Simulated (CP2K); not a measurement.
Ti:

```
Ti
1.0
     2.95000    0.00000    0.00000
    -1.47500    2.55477    0.00000
     0.00000    0.00000    4.68000
Ti
2
Direct
  0.66667 0.33333 0.75000
  0.33333 0.66667 0.25000
```

Base run:

```yaml
Program: CP2K 2026.2
Functional: PBE
Potentials_or_basis: POTENTIAL_UZH Ti GTH-PBE-q12; TZVP-MOLOPT-PBE-GTH basis
Density_cutoff: 9184 eV
k_mesh: 10 × 10 × 6
Occupations: fermi-dirac, width 0.05 eV
Spin: no spin polarisation
```

Its results: band gap on the k mesh none (metal or under the smearing width); pressure -1.4 GPa.

**Question.** The run is repeated on the same cell with these changes: functional from PBE to HLE16. What comes out?

**Answer.** Band gap on the k mesh none (metal or under the smearing width); pressure -22.2 GPa.

Caveats: the basis of atomic orbitals isn't converged, which shifts pressures, moduli and gaps; the potentials were made for a functional far from this one (some runs); the potentials were made for another functional, which shifts forces and pressure (some runs).
